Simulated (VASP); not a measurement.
# C in VASP: settings compared

The runs below take C through relaxation of cell and atoms, with LDA, PBE+D3(BJ).

All numbers are computed with VASP 6.6.1; they aren't measurements. Logs are shortened: lines on timing, memory, paths and dates and some standing lists are left out, and cuts for length are marked.

## Step 1: The slab as given

The cell holds a slab with vacuum, 4 atoms: a = 2.467 Å, b = 2.467 Å, c = 21.902 Å, α = 90.00°, β = 90.00°, γ = 120.00°.

The slab is cut from a database's or a generator's crystal, which needn't be the stable form of the element.

## Step 2: Relaxation of cell and atoms, LDA

Contents of INCAR:

```
SYSTEM = C
ALGO     = Normal         ! electronic algorithm
EDIFF    = 1E-6           ! SCF threshold, eV
EDIFFG   = -0.01          ! ionic threshold
ENCUT    = 600            ! plane-wave cutoff, eV
IBRION   = 2              ! ionic algorithm
ISIF     = 3              ! what is computed and relaxed
ISMEAR   = 0              ! smearing method
KPAR     = 4            
LASPH    = .True.         ! aspherical terms in the spheres
LATTICE_CONSTRAINTS= .TRUE. .TRUE. .FALSE.
LCHARG   = .False.        ! write CHGCAR
LREAL    = .False.        ! projectors in reciprocal space
LWAVE    = .False.        ! write WAVECAR
NELM     = 80             ! most SCF steps
NSW      = 90             ! ionic steps
PREC     = Accurate       ! precision mode
SIGMA    = 0.03           ! smearing width, eV
```

Contents of KPOINTS:

```
k-points
0
Gamma
  15 15 1
  0 0 0
```

Contents of POSCAR:

```
C
1.0
    2.4672912600      0.0000000000      0.0000000000
   -1.2336456300      2.1367369100      0.0000000000
    0.0000000000      0.0000000000     21.9015365000
C
4
Direct
    0.0000000000      0.0000000000      0.4109300700
    0.6666666700      0.3333333400      0.4109300700
    0.0000000000      0.0000000000      0.5890699300
    0.3333333300      0.6666666600      0.5890699300
```

Potentials or basis: VASP PAW LDA potentials, release 64 (C).

Run with:

```bash
$ cat potpaw_LDA.64/C/POTCAR > POTCAR
$ mpirun -np 4 vasp_std > vasp.out
```

OUTCAR:

```text
SYSTEM = C
   EDIFF = 1E-6
   EDIFFG = -0.01
   ENCUT = 600
   IBRION = 2
   ISIF = 3
   ISMEAR = 0
   LASPH = .True.
   LREAL = .False.
   NELM = 80
   NSW = 90
   PREC = Accurate

 ion  position               nearest neighbor table
   1  0.000  0.000  0.411-   2 1.42   2 1.42   2 1.42
   2  0.667  0.333  0.411-   1 1.42   1 1.42   1 1.42
   3  0.000  0.000  0.589-   4 1.42   4 1.42   4 1.42
   4  0.333  0.667  0.589-   3 1.42   3 1.42   3 1.42

  LATTYP: Found a hexagonal cell.
 ALAT       =     2.4672912600
 C/A-ratio  =     8.8767535698

  Lattice vectors:

 A1 = (   2.4672912600,   0.0000000000,   0.0000000000)
 A2 = (  -1.2336456300,   2.1367369100,   0.0000000000)
 A3 = (   0.0000000000,   0.0000000000,  21.9015365000)

Analysis of symmetry for initial positions (statically):
=====================================================================
 Subroutine PRICEL returns:
 Original cell was already a primitive cell.

 Routine SETGRP: Setting up the symmetry group for a
 hexagonal supercell.

 Subroutine GETGRP returns: Found 12 space group operations
 (whereof 12 operations were pure point group operations)
 out of a pool of 24 trial point group operations.

The static configuration has the point symmetry D_3d.

Analysis of symmetry for dynamics (positions and initial velocities):
=====================================================================
 Subroutine PRICEL returns:
 Original cell was already a primitive cell.

 Routine SETGRP: Setting up the symmetry group for a
 hexagonal supercell.

 Subroutine GETGRP returns: Found 12 space group operations
 (whereof 12 operations were pure point group operations)
 out of a pool of 24 trial point group operations.

The dynamic configuration has the point symmetry D_3d.

 Subroutine INISYM returns: Found 12 space group operations
 (whereof 12 operations are pure point group operations),
 and found     1 'primitive' translations

----------------------------------------------------------------------------------------

                                     Primitive cell

  volume of cell :     115.4639

  direct lattice vectors                    reciprocal lattice vectors
     2.467291260  0.000000000  0.000000000     0.405302777  0.234001668  0.000000000
    -1.233645630  2.136736910  0.000000000     0.000000000  0.468003335  0.000000000
     0.000000000  0.000000000 21.901536500     0.000000000  0.000000000  0.045658897

  length of vectors
     2.467291260  2.467291260 21.901536500     0.468003335  0.468003335  0.045658897

  position of ions in fractional coordinates (direct lattice)
     0.000000000  0.000000000  0.410930070
     0.666666670  0.333333340  0.410930070
     0.000000000  0.000000000  0.589069930
     0.333333330  0.666666660  0.589069930

  ion indices of the primitive-cell ions
   primitive index   ion index
                 1           1
                 2           2
                 3           3
                 4           4

----------------------------------------------------------------------------------------

 KPOINTS: k-points

Automatic generation of k-mesh.
 Grid dimensions read from file:
 generate k-points for:   15   15    1

 Generating k-lattice:

  Cartesian coordinates                     Fractional coordinates (reciprocal lattice)
     0.027020185  0.015600111  0.000000000     0.066666667  0.000000000  0.000000000
     0.000000000  0.031200222  0.000000000     0.000000000  0.066666667  0.000000000
     0.000000000  0.000000000  0.045658897     0.000000000  0.000000000  1.000000000

  Length of vectors
     0.031200222  0.031200222  0.045658897

  Shift w.r.t. Gamma in fractional coordinates (k-lattice)
     0.000000000  0.000000000  0.000000000

 Subroutine IBZKPT returns following result:
 ===========================================

 Found     27 irreducible k-points:

 Following reciprocal coordinates:
            Coordinates               Weight
  0.000000  0.000000  0.000000      1.000000
  0.066667 -0.000000  0.000000      6.000000
  0.133333 -0.000000  0.000000      6.000000
  0.200000 -0.000000  0.000000      6.000000
  0.266667 -0.000000  0.000000      6.000000
  0.333333  0.000000  0.000000      6.000000
[... 16 lines left out ...]
  0.333333  0.200000  0.000000     12.000000
  0.400000  0.200000  0.000000      6.000000
 [... further k-points ...]
   k-points           NKPTS =     27   k-points in BZ     NKDIM =     27   number of bands    NBANDS=     12
   number of dos      NEDOS =    301   number of ions     NIONS =      4
   total plane-waves  NPLWV =  72000
   dimension x,y,z NGX =    20 NGY =   20 NGZ =  180
   dimension x,y,z NGXF=    40 NGYF=   40 NGZF=  360
   ions per type =               4
   NGX,Y,Z   is equivalent  to a cutoff of  13.48, 13.48, 13.66 a.u.
   NGXF,Y,Z  is equivalent  to a cutoff of  26.95, 26.95, 27.33 a.u.
 SYSTEM =  C
   PREC   = accura    normal or accurate (medium, high low for compatibility)
   ISTART =      0    job   : 0-new  1-cont  2-samecut
   ICHARG =      2    charge: 1-file 2-atom 10-const
   ISPIN  =      1    spin polarized calculation?
   LNONCOLLINEAR =      F non collinear calculations
   LSORBIT =      F    spin-orbit coupling
   LASPH  =      T    aspherical Exc in radial PAW
   ENCUT  =  600.0 eV  44.10 Ry    6.64 a.u.   4.93  4.93 43.74*2*pi/ulx,y,z
   NELM   =     80;   NELMIN=  2; NELMDL= -5     # of ELM steps
   EDIFF  = 0.1E-05   stopping-criterion for ELM
   LREAL  =      F    real-space projection
   EDIFFG = -.1E-01   stopping-criterion for IOM
   NSW    =     90    number of steps for IOM
   IBRION =      2    ionic relax: 0-MD 1-quasi-New 2-CG
   NFREE  =      1    steps in history (QN), initial steepest desc. (CG)
   ISIF   =      3    stress and relaxation
   ISYM   =      2    0-nonsym 1-usesym 2-fastsym
   POTIM  = 0.5000    time-step for ionic-motion
   TEBEG  =    0.0;   TEEND  =   0.0 temperature during run
   PSTRESS=    0.0 pullay stress
   NELECT =      16.0000    total number of electrons
   NUPDOWN=      -1.0000    fix difference up-down
   EMIN   =  10.00;   EMAX   =-10.00  energy-range for DOS
   EFERMI =   0.00;   METHOD = LEGACY
   ISMEAR =     0;   SIGMA  =   0.03  broadening in eV -4-tet -1-fermi 0-gaus
   EFERMI_NEDOS =   21; number of points for ismear=-14 and -15
   IALGO  =     38    algorithm
   IMIX   =      4    mixing-type and parameters
     AMIX     =   0.40;   BMIX     =  1.00
     AMIX_MAG =   1.60;   BMIX_MAG =  1.00
  volume/ion in A,a.u.               =      28.87       194.80
  Fermi-wavevector in a.u.,A,eV,Ry     =   0.847161  1.600903  9.764661  0.717682
  Thomas-Fermi vector in A             =   1.962623
   LORBIT       =      0    0 simple, 1 ext, 2 COOP (PROOUT), +10 PAW based schemes
   GGA     = CA    functional components
   LHFCALC =     F    Hartree Fock is set to
   AEXX    =    0.0000 exact exchange contribution
   IVDW    =     0    specifies the selected vdW correction
   LEPSILON=     F    determine dielectric tensor
   LRPA    =     F    only Hartree local field effects (RPA)
 conjugate gradient relaxation of ions
 non-spin polarized calculation
 Gauss-broadening in eV      SIGMA  =   0.03
  energy-cutoff  :      600.00
  volume of cell :      115.46
 maximum number of plane-waves:      3927
 NGX is ok and might be reduce to    20
   NGX =  9   NGY =  9   NGZ = 87

--------------------------------------- Ionic step        1  -------------------------------------------

 number of electron      16.0000001 magnetization

 Free energy of the ion-electron system (eV)
  ---------------------------------------------------
  ext. energy  EPLUGINS =         0.00000000
  ---------------------------------------------------
  free energy    TOTEN  =       -40.37079312 eV

  energy without entropy =      -40.37049222  energy(sigma->0) =      -40.37064267

------------------------ aborting loop because EDIFF is reached ----------------------------------------

  FORCE on cell =-STRESS in cart. coord.  units (eV):
  Direction    XX          YY          ZZ          XY          YZ          ZX
  --------------------------------------------------------------------------------------
  -------------------------------------------------------------------------------------
  Total       -2.3521952     -2.3521952     -0.2624712      0.0000000      0.0000000     -0.0000000
  in kB      -32.6390778    -32.6390778     -3.6420527      0.0000000      0.0000000     -0.0000000
  external PRESSURE =     -22.9734028 kB  Pullay stress =       0.0000000 kB
[... 95 lines left out ...]
  FREE ENERGIE OF THE ION-ELECTRON SYSTEM (eV)
  ---------------------------------------------------
  free  energy   TOTEN  =       -40.3911539763 eV

  energy  without entropy=      -40.3908530752  energy(sigma->0) =      -40.39100353

[... ionic steps 4 to 26 ...]

--------------------------------------- Ionic step       27  -------------------------------------------

 number of electron      16.0000001 magnetization

------------------------ aborting loop because EDIFF is reached ----------------------------------------
[... 71 lines left out ...]
--------------------------------------- Ionic step       29  -------------------------------------------

 number of electron      16.0000001 magnetization

 Free energy of the ion-electron system (eV)
  ---------------------------------------------------
  ext. energy  EPLUGINS =         0.00000000
  ---------------------------------------------------
  free energy    TOTEN  =       -40.41394073 eV

  energy without entropy =      -40.41363983  energy(sigma->0) =      -40.41379028

 E-fermi :  -1.6935     XC(G=0):  -3.7346

 val. band max:       -1.6935289617   @ k =   0.3333   0.3333   0.0000
 cond. band min:      -1.6935289383   @ k =   0.3333   0.3333   0.0000
 fundamental gap:      0.0000000235
 Fermi energy:        -1.6935289499

 k-point     1 :       0.0000    0.0000    0.0000
  band No.  band energies     occupation
      1     -21.2496      2.00000
      2     -21.0734      2.00000
      3     -10.0112      2.00000
      4      -8.9291      2.00000
      5      -4.6999      2.00000
      6      -4.6999      2.00000
      7      -4.6895      2.00000
      8      -4.6895      2.00000
      9       1.7654      0.00000
     10       2.2734      0.00000
     11       2.8845      0.00000
     12       3.7638      0.00000
[... 331 lines left out ...]
 k-point    24 :       0.4000    0.2000    0.0000
  band No.  band energies     occupation
      1     -15.2163      2.00000
      2     -15.1547      2.00000
      3     -14.3907      2.00000
      4     -14.3493      2.00000
      5     -10.6073      2.00000
      6     -10.5465      2.00000
      7      -3.4320      2.00000
      8      -3.0467      2.00000
      9      -0.4139      0.00000
     10      -0.3075      0.00000
     11       9.0572      0.00000
     12       9.3517      0.00000

 [... further k-points ...]
[... 5 lines left out ...]
  --------------------------------------------------------------------------------------
  -------------------------------------------------------------------------------------
  Total       -0.0169373     -0.0169373     -0.0898214      0.0000000      0.0000000      0.0000000
  in kB       -0.2390947     -0.2390947     -1.2679578      0.0000000      0.0000000      0.0000000
  external PRESSURE =      -0.5820491 kB  Pullay stress =       0.0000000 kB
[... 19 lines left out ...]
  FREE ENERGIE OF THE ION-ELECTRON SYSTEM (eV)
  ---------------------------------------------------
  free  energy   TOTEN  =       -40.4139407309 eV

  energy  without entropy=      -40.4136398298  energy(sigma->0) =      -40.41379028

 reached required accuracy - stopping structural energy minimisation
```

Run time: 3.3 min. Hardware: 4 MPI ranks of Intel Xeon Platinum 8488C (Sapphire Rapids), shared host; peak memory 0.23 GiB.

Results:

```
Free energy                            : -40.4139 eV
Relaxed volume                         : 28.37 Å³/atom
Relaxed cell                           : a = 2.446 Å, b = 2.446 Å, c = 21.902 Å, α = 90.00°, β = 90.00°, γ = 120.00°
Space group after relaxing (to 0.05 Å) : P-3m1 (No. 164)
Energy gained by relaxing              : 10.8 meV/atom
Ionic steps                            : 29
Band gap on the k mesh                 : none (metal or under the smearing width)
```

Forces in eV/Å, atoms in the order of the input:
```
C    0.000  0.000 -0.002
C    0.000  0.000  0.003
C    0.000  0.000  0.002
C    0.000  0.000 -0.003
```

Step by step:
```
step  energy change (eV)  largest force (eV/Å)  pressure (GPa)  volume (Å³)
   1              0.0000                0.0262           -2.30       115.46
   2              0.0970                0.0251            5.65       109.01
   3             -0.0204                0.0243           -0.17       113.54
   4             -0.0204                0.0242           -0.13       113.50
   5             -0.0204                0.0242           -0.08       113.46
   6             -0.0204                0.0230           -0.20       113.56
   7             -0.0204                0.0238           -0.22       113.58
   8             -0.0205                0.0231           -0.22       113.57
   9             -0.0206                0.0254           -0.22       113.57
  10             -0.0208                0.0281           -0.21       113.57
  11             -0.0213                0.0338           -0.21       113.57
  12             -0.0223                0.0473           -0.21       113.56
  13             -0.0242                0.0721           -0.19       113.55
  14             -0.0279                0.1202           -0.17       113.53
  15             -0.0343                0.2116           -0.11       113.49
  16             -0.0339                0.3861            0.08       113.40
  17             -0.0372                0.2725           -0.06       113.46
  18             -0.0376                0.3063           -0.02       113.44
  19             -0.0377                0.3036           -0.02       113.44
  20             -0.0380                0.2978           -0.02       113.44
  21             -0.0384                0.2865           -0.01       113.44
  22             -0.0391                0.2659           -0.01       113.45
  23             -0.0400                0.2313            0.00       113.45
  24             -0.0386                0.1776            0.04       113.47
  25             -0.0401                0.2207            0.01       113.46
  26             -0.0406                0.2021            0.00       113.46
  27             -0.0418                0.1454           -0.01       113.47
  28             -0.0431                0.0324           -0.05       113.49
  29             -0.0431                0.0026           -0.06       113.50
```

Final structure:
```xyz
4
Lattice="2.4462 0.0000 0.0000 -1.2231 2.1185 0.0000 0.0000 0.0000 21.9015" Properties=species:S:1:pos:R:3 pbc="T T T"
C     0.0000    0.0000    9.2962
C     1.2231    0.7062    9.2954
C     0.0000    0.0000   12.6053
C     0.0000    1.4123   12.6062
```

[end of part 1 of 3]
